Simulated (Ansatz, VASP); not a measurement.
BeS in VASP and in Ansatz

Contents of INCAR:

```
PREC = Accurate
ENCUT = 520
EDIFF = 1E-6
ISMEAR = -1
SIGMA = 0.02
LREAL = False
LASPH = True
NELM = 80
ALGO = Normal
ISIF = 2
LWAVE = False
LCHARG = False
GGA = PE
NBANDS = 11
```

KPOINTS

```
Automatic mesh
0
Gamma
  10 10 10
```

Contents of POSCAR:

```
BeS
1.0
    0.0000000000      2.4099631680      2.4099631680
    2.4099631680      0.0000000000      2.4099631680
    2.4099631680      2.4099631680      0.0000000000
Be S
1 1
Direct
    0.0000000000      0.0000000000      0.0000000000
    0.2500000000      0.2500000000      0.2500000000
```

Input for Ansatz:

```yaml
crystal:
  lattice:
    - [0.0, 2.409963168, 2.409963168]
    - [2.409963168, 0.0, 2.409963168]
    - [2.409963168, 2.409963168, 0.0]
  atoms:
    - { symbol: Be, position: [0.0, 0.0, 0.0] }
    - { symbol: S, position: [0.25, 0.25, 0.25] }
kpoints:
  mp_grid: { grid: [10, 10, 10] }
  band_path:
    path:
      - [0.0, 0.0, 0.0]
      - [-0.5, -0.5, 0.0]
      - [-0.375, -0.375, 0.25]
      - [-0.375, 0.0, 0.375]
      - [0.0, 0.0, 0.5]
      - [-0.5, -0.25, 0.25]
      - [-0.0375, 0.0, 0.0375]
      - [0.0, 0.5, 0.5]
    npoints: 1
hamiltonian:
  xc: pbe
scf:
  occupations: { method: fermi_dirac, width: 0.02 }
  n_extra_bands: 4
output:
  forces: true
  stress: true
  eigenvalues: true
  write_density: true
  write_potential: true
  elf: true
  volumetric_format: npy
```

Change from the starting cell: hydrostatic strain -1.0%.

Alike in both runs: task single point; functional PBE; k mesh 10 × 10 × 10; occupations fermi-dirac, width 0.02 eV; no spin polarisation.

```csv
,VASP,Ansatz
version,VASP 6.6.1,Ansatz 0.2.0
potentials or method,"VASP PAW PBE potentials, release 64 (Be, S)","plane waves, PAW"
plane-wave cutoff (eV),520,420
valence electrons in the cell,8,8
```

```tsv
	VASP	Ansatz	Ansatz less VASP
gap on the k mesh at the Fermi level (eV)	3.07	3.07	-0.001
pressure (GPa)	3.5	3.4	-0.01
```

The functional is the same, so the differences come from potentials, cutoffs and numerics.

A k mesh can miss the band edges.
